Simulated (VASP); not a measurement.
Crystal: K.

```
K
1.0
     0.00000    3.39187    3.39187
     3.39187    0.00000    3.39187
     3.39187    3.39187    0.00000
K
1
Direct
  0.00000 0.00000 0.00000
```

This isn't the form of K at room conditions, which is bcc.

| Quantity | Value |
| --- | --- |
| Program | VASP 6.6.1 |
| Task | relaxation of cell and atoms |
| Functional | PBEsol |
| Potentials or basis | VASP PAW PBE potentials, release 64 (K_sv) |
| Cutoff | 600 eV |
| k mesh | 12 × 12 × 12 |
| Occupations | gaussian, width 0.1 eV |
| Spin | no spin polarisation |

At the start: pressure -0.3 GPa; volume 78.05 Å³/atom.

Problem. Where does the relaxation end?

Solution. Over 5 steps the energy falls by 6.8 meV/atom and the volume is 71.14 Å³/atom (-8.8 %); space group Fm-3m (No. 225, to 0.05 Å).

The path:
```csv
step,energy change (eV),largest force (eV/Å),pressure (GPa),volume (Å³)
1,0.0000,0.0000,-0.29,78.05
2,-0.0026,0.0000,-0.23,76.45
3,-0.0061,0.0000,-0.10,73.16
4,-0.0035,0.0000,0.25,66.87
5,-0.0068,0.0000,0.00,71.14
```

Final structure:
```yaml
crystal:
  lattice:
    - [0.00000, 3.28873, 3.28873]
    - [3.28873, 0.00000, 3.28873]
    - [3.28873, 3.28873, 0.00000]
  atoms:
    - { symbol: K, position: [0.00000, 0.00000, 0.00000] }
```

Caveat: the PAW data sets were made with another functional, which shifts forces and pressure a little.
